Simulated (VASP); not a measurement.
Here is a VASP 6.6.1 calculation.

The input INCAR:

```
SYSTEM = HfS2
PREC     = Accurate       ! precision mode
ENCUT    = 600            ! plane-wave cutoff, eV
EDIFF    = 1E-6           ! SCF threshold, eV
ISMEAR   = 0              ! smearing method
SIGMA    = 0.03           ! smearing width, eV
LREAL    = .FALSE.        ! projectors in reciprocal space
LASPH    = .TRUE.         ! aspherical terms in the spheres
NELM     = 120            ! most SCF steps
ALGO     = Normal         ! electronic algorithm
ISIF     = 3              ! what is computed and relaxed
LWAVE    = .FALSE.        ! write WAVECAR
LCHARG   = .FALSE.        ! write CHGCAR
GGA      = PS             ! functional
IVDW     = 12             ! dispersion correction
IBRION   = 2              ! ionic algorithm
NSW      = 40             ! ionic steps
EDIFFG   = -0.005         ! ionic threshold
LATTICE_CONSTRAINTS= .TRUE. .TRUE. .FALSE.
KPAR     = 4
```

The input KPOINTS:

```
Automatic mesh
0
G
  12 12 1
  0 0 0
```

File POSCAR:

```
HfS2
1.0
    3.6300000000      0.0000000000      0.0000000000
   -1.8150000000      3.1436722200      0.0000000000
    0.0000000000      0.0000000000     18.8800000000
S Hf
2 1
Direct
    0.3333330000      0.6666670000      0.4237288100
    0.6666670000      0.3333330000      0.5762711900
    0.0000000000      0.0000000000      0.5000000000
```

Potentials or basis: VASP PAW PBE potentials, release 64 (S, Hf_pv).

Launch:

```bash
$ cat potpaw_PBE.64/S/POTCAR potpaw_PBE.64/Hf_pv/POTCAR > POTCAR
$ mpirun -np 4 vasp_std > vasp.out
```

Problem. Estimate the band gap on the k mesh.

Solution. 1.02 eV, indirect (least direct gap 1.98 eV).

Problem. Predict the relaxed cell.

Solution. a = 3.564 Å, b = 3.564 Å, c = 18.880 Å, α = 90.00°, β = 90.00°, γ = 120.00°.

Problem. What does it give for the space group after relaxing (to 0.05 Å)?

Solution. P-3m1 (No. 164).

Step by step:
| step | energy change (eV) | largest force (eV/Å) | pressure (GPa) | volume (Å³) |
| --- | --- | --- | --- | --- |
| 1 | 0.0000 | 0.1985 | -0.93 | 215.45 |
| 2 | -0.0058 | 0.4713 | 1.04 | 204.64 |
| 3 | -0.0232 | 0.1482 | 0.07 | 209.56 |
| 4 | -0.0249 | 0.0989 | 0.05 | 208.96 |
| 5 | -0.0263 | 0.0045 | -0.01 | 207.73 |

Caveat: the PAW data sets were made with another functional, which shifts forces and pressure a little; spin-orbit coupling is left out, which moves the levels of the heavy elements. PBEsol gaps usually lie below the measured ones, often by a third to a half.
